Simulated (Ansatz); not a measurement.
Fe2Si:

```
Fe Si
1.0
    -1.34748    1.34748    4.45257
     1.34748   -1.34748    4.45257
     1.34748    1.34748   -4.45257
Fe Si
2 1
Direct
  0.66037 0.66037 0.00000
  0.33963 0.33963 0.00000
  0.00000 0.00000 0.00000
```

The cell comes from a database or a generator and needn't be the stable form of this composition.

Alike in all runs: program Ansatz 0.2.0; functional PBEsol; potentials or basis Ansatz PAW; cutoff 420 eV (not typed: the program's choice for these potentials); k mesh 14 × 14 × 14; occupations fermi-dirac, width 0.05 eV.

Starts and where they ended:

```csv
start,free energy over the lowest (meV/atom),net moment (μB),site or absolute moments (μB),gap
"collinear spin, ferromagnetic start of up to 3 μB",0.0,2.35,Fe +1.23; Si -0.05,none (metal or under the smearing width)
no spin polarisation,59.9,-,-,none (metal or under the smearing width)
"collinear spin, antiferromagnetic start of up to 3 μB",0.0,-2.35,Fe -1.23; Si +0.05,none (metal or under the smearing width)
"collinear spin, ferromagnetic start of up to 4.5 μB",0.0,2.35,Fe +1.23; Si -0.05,none (metal or under the smearing width)
"collinear spin, ferrimagnetic start of up to 3 μB",0.0,2.35,Fe +1.23; Si -0.05,none (metal or under the smearing width)
"collinear spin, random start of up to 1.35 μB",0.0,2.35,Fe +1.23; Si -0.05,none (metal or under the smearing width)
```

Allowing spin polarisation gains 60 meV/atom. A still lower state may exist.

Caveats: the starting moments weren't kept (some runs).
